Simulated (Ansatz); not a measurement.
**Relaxing BaTiO3**

The calculation used Ansatz 0.2.0, DFT r2SCAN, scalar-relativistic, plane waves, PAW. Settings: 500 eV cutoff, 8×8×8 k-mesh, Gaussian smearing of 0.02 eV, no spin polarisation.

What was changed: biaxial strain in the a-b plane, c and atoms relaxed: -2.0 %.

Command:

```bash
ansatz run input.yaml --threads 1 --pin off --max-ram 2560MiB --backend cpu --events-out ev --progress --plain --runs-dir out
```

Input:

```yaml
crystal:
  lattice:
    - [3.9141580071, 0.0, 0.0]
    - [0.0, 3.9141580071, 0.0]
    - [0.0, 0.0, 4.0419672481]
  atoms:
    - { symbol: Ba, position: [0.5, 0.5, 0.5] }
    - { symbol: Ti, position: [0.0, 0.0, 0.0] }
    - { symbol: O, position: [0.5, 0.0, 0.0] }
    - { symbol: O, position: [0.0, 0.5, 0.0] }
    - { symbol: O, position: [0.0, 0.0, 0.5] }
basis:
  ecutwfc: 500
kpoints:
  mp_grid: { grid: [8, 8, 8] }
hamiltonian:
  xc: r2scan
scf:
  occupations: { method: gaussian, width: 0.02 }
output:
  forces: true
  stress: true
  eigenvalues: true
relax:
  adjacent_minimum: "off"
  f_tol: 0.008
  max_steps: 40
  cell: { stress_tol: 0.015, fix: [a, b, gamma] }
```

F is the free energy. Steps run on the plane waves of an earlier cell, but the last one, and at times one on the way, on a freshly chosen basis, so a repeated geometry can differ a little in energy. The held parts of the cell keep their stress, so P needn't end at zero.

Steps:

```csv
step,F − F(1) (eV),largest force component (eV/Å),V (Å³/atom),P (GPa)
1,0.0000,0.000,12.385,5.77
2,-0.0005,0.000,12.412,5.36
3,-0.0006,0.000,12.426,5.16
4,-0.0006,0.000,12.426,5.16
```

Relaxed structure:

```yaml
crystal:
  lattice:
    - [3.91416, 0.00000, 0.00000]
    - [0.00000, 3.91416, 0.00000]
    - [0.00000, 0.00000, 4.05524]
  atoms:
    - { symbol: Ba, position: [0.50000, 0.50000, 0.50000] }
    - { symbol: Ti, position: [0.00000, 0.00000, 0.00000] }
    - { symbol: O, position: [0.50000, 0.00000, 0.00000] }
    - { symbol: O, position: [0.00000, 0.50000, 0.00000] }
    - { symbol: O, position: [0.00000, 0.00000, 0.50000] }
```

Symmetry: P4/mmm, No. 123, tetragonal system. The conventional cell has a = 3.914 Å, b = 3.914 Å, c = 4.055 Å, α = 90.00°, β = 90.00°, γ = 90.00°. Ba (site symmetry 4/mmm) has 12 O at 2.77 to 2.82 Å as nearest neighbours. Ti (site symmetry 4/mmm) is surrounded by 6 O at 1.96 to 2.03 Å. Around O (site symmetry mmm) lie 2 Ti at 1.96 Å. O (site symmetry 4/mmm) is surrounded by 2 Ti at 2.03 Å.

The run converged. It took 64 s on 1 thread of Arm Neoverse V2, on a shared host, peak memory 0.55 GiB.